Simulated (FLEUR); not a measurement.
CdSe: equation of state with revPBE

Crystal: CdSe.

```
CELL_PARAMETERS angstrom
0.00000 3.07027 3.07027
3.07027 0.00000 3.07027
3.07027 3.07027 0.00000
ATOMIC_POSITIONS crystal
Cd 0.00000 0.00000 0.00000
Se 0.25000 0.25000 0.25000
```

Measurements of this composition are mostly on another form, of space group No. 186.

```yaml
Program: FLEUR MaX-R8.1 (later development tree)
Task: equation of state
Functional: revPBE
Potentials_or_basis: all-electron
Basis: FLAPW
Kmax: 4.73 1/bohr
k_mesh: 8 × 8 × 8
Occupations: fermi-dirac, width 0.05 eV
Spin: no spin polarisation
```

| Property | Result |
| --- | --- |
| Equilibrium volume | 30.68 Å³/atom (rough: see the caveat) |
| Bulk modulus | 41 GPa (rough) |

Energy against volume, from the lowest point:
```
volume (Å³/atom)  energy (meV/atom)
          27.206              62.37
          27.784              41.65
          28.942              13.88
          30.100               1.45
          30.679               0.00
```

Caveat: the minimum lies outside the volumes run.
